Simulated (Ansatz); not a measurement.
We consider zinc-blende AlSb, described by r²SCAN (Ansatz, a quantum-chemistry and plane-wave program, PAW).

Numerical settings: plane-wave cutoff 600 eV, 12×12×12 k mesh, finite displacements, scalar-relativistic PAW data made under PBE.

Computed at the level's own relaxed cell.

Harmonic phonon frequencies (cm⁻¹; i marks an imaginary mode; at Γ without the LO shift):

```csv
q point,frequencies
Γ,0 0 0 314 314 314
X,72 72 155 288 288 343
L,54 54 152 304 304 326
```

With the long-range field the LO mode at Γ lies at 334 cm⁻¹.

Measured, for comparison: zone-centre TO phonon frequency 323 cm⁻¹, zone-centre LO phonon frequency 344 cm⁻¹ (temperature not stated, not corrected to a static lattice; as tabulated in Giannozzi et al., Phys. Rev. B (1991)). Computed (rounded) less measured: zone-centre TO phonon frequency -3 %, zone-centre LO phonon frequency -3 %.

No imaginary mode appears at these points.
